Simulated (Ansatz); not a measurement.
**Pb in Ansatz: the effect of functional**

Pb:

```
Pb
1.0
     3.01821   -1.73857    0.00000
     3.01821    1.73857    0.00000
    -2.10126    0.00000    6.05432
Pb
2
Direct
  0.90851 0.90851 0.72629
  0.09149 0.09149 0.27371
```

This isn't the form of Pb at room conditions, which is fcc.

The cell isn't the ideal one: volume scaled by 0.98.

Alike in all runs:

| Property | Result |
| --- | --- |
| Program | Ansatz 0.2.0 |
| Task | single point |
| Potentials or basis | Ansatz PAW |
| k mesh | 9 × 9 × 5 |
| Occupations | fermi-dirac, width 0.05 eV |
| Spin | no spin polarisation |

```csv
functional,cutoff,pressure (GPa),largest force (eV/Å)
LDA,420 eV (not typed: the program's choice for these potentials),-2.5,0.14
PBEsol,420 eV (not typed: the program's choice for these potentials),-1.0,0.10
r2SCAN,500 eV (not typed: the program's choice for these potentials),?,?
```

Q: What does the run with functional r2SCAN give?

A: Pressure 0.5 GPa; largest force 0.12 eV/Å.

Caveats: the PAW data sets come from PBE, with cores solved anew for the run's functional, which leaves a small shift of forces and pressure.

Runs at the PBE level aren't shown here.
